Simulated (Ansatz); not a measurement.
## One atom moved along a line in P

The calculation used DFT PBEsol+D3(BJ), scalar-relativistic, plane waves, PAW (Ansatz 0.2.0). Settings: plane waves to 420 eV, k-mesh 12×12×12 (Γ-centred), Gaussian smearing 0.15 eV. No spin polarisation. Energies are free energies at this smearing, counted from the undisturbed cell; pressure is positive in compression.

The starting cell (relaxed at this level; with this scan's settings it stands at -0.1 GPa; this form isn't the usual structure):

```
P
1.0
    -3.39340   -1.95918    2.77752
     3.39340   -1.95918    2.77752
     0.00000    3.91836    2.77752
P
8
Direct
  0.24129 0.24129 0.24129
  0.74129 0.74129 0.24129
  0.74129 0.24129 0.74129
  0.24129 0.74129 0.74129
  0.75871 0.75871 0.75871
  0.25871 0.25871 0.75871
  0.25871 0.75871 0.25871
  0.75871 0.25871 0.25871
```

Atom 1 (P) is moved by x along the Cartesian unit vector (0.000, 0.000, 1.000); the cell and all other atoms stay fixed. The cell is metallic on the mesh throughout.

```
  x (Å)  ΔE (meV/cell) force along x on the moved atoms (eV/Å) pressure (GPa)
-0.2000          129.0                                     1.35             1.7
-0.1000           30.1                                        ?               ?
 0.0000            0.0                                    -0.02            -0.1
 0.0500            8.0                                    -0.30            -0.3
 0.1500           63.2                                    -0.79            -0.5
```

Give the withheld values.

force along x on the moved atoms (eV/Å) at x (Å) = -0.1000: 0.63; pressure (GPa) at x (Å) = -0.1000: 0.6.

Cost: 5 runs of about 1.3 core-minutes in all, on AMD EPYC 9R45 (Zen 5) (shared hosts).